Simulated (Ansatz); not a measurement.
## TiAl: moving Al off its site

TiAl, Pm-3m, a = 3.156 Å. The structure is a Materials Project entry; whether it is the stable form wasn't checked. Ansatz: PBEsol, PAW, 420 eV, Γ-centred 20×20×20 mesh on 2 atoms, Gaussian smearing 0.15 eV; no spin polarisation.

```yaml
crystal:
  lattice:
    - [3.15647, 0.00000, 0.00000]
    - [0.00000, 3.15647, 0.00000]
    - [0.00000, 0.00000, 3.15647]
  atoms:
    - { symbol: Ti, position: [0.00000, 0.00000, 0.00000] }
    - { symbol: Al, position: [0.50000, 0.50000, 0.50000] }
```

Atom 2 (Al) moves by x along the unit vector (-1.000, 0.000, 0.000), with its periodic images; all else is held. y is the free energy of the cell over the start, F the force along the path summed over the moved atoms. Symmetry makes y even in x.

| x (Å) | y (meV) | F (eV/Å) |
| --- | --- | --- |
| -0.1000 | ? | ? |
| -0.0500 | 8.26 | 0.33 |
| 0.0000 | 0.00 | 0.00 |
| 0.0125 | 0.52 | -0.08 |
| 0.0250 | 2.06 | -0.17 |
| 0.0375 | 4.65 | -0.25 |
| 0.0625 | 12.90 | -0.41 |
| 0.0750 | 18.58 | -0.50 |
| 0.0875 | 25.28 | -0.58 |

Question: Fit y = c2 x² + c4 x⁴ to the energies of the other rows, give the force constant, and predict energy and force of the missing row.

Answer: Least squares on the rows shown. y = 3304.6 x² − 347.10 x⁴. The force constant is 2 c2 = 6.61 eV/Å² (for all images moving together, not for a lone atom). With two atoms in a cubic cell this is the optical mode at Γ (in a metal it hangs on mesh and smearing): ω = 521.5 √(2 c2/μ) = 323 cm⁻¹ for μ = 17.26 u. The force −dy/dx at the missing row is 0.66 eV/Å (computed 0.66). At x = -0.1000 the fit asked for gives 33.01 meV. The run gave 33.01 meV, the same to the digits shown.

Cost: 9 runs of about 1.3 core-minutes in all, on AMD EPYC 9R45 (Zen 5) (shared hosts).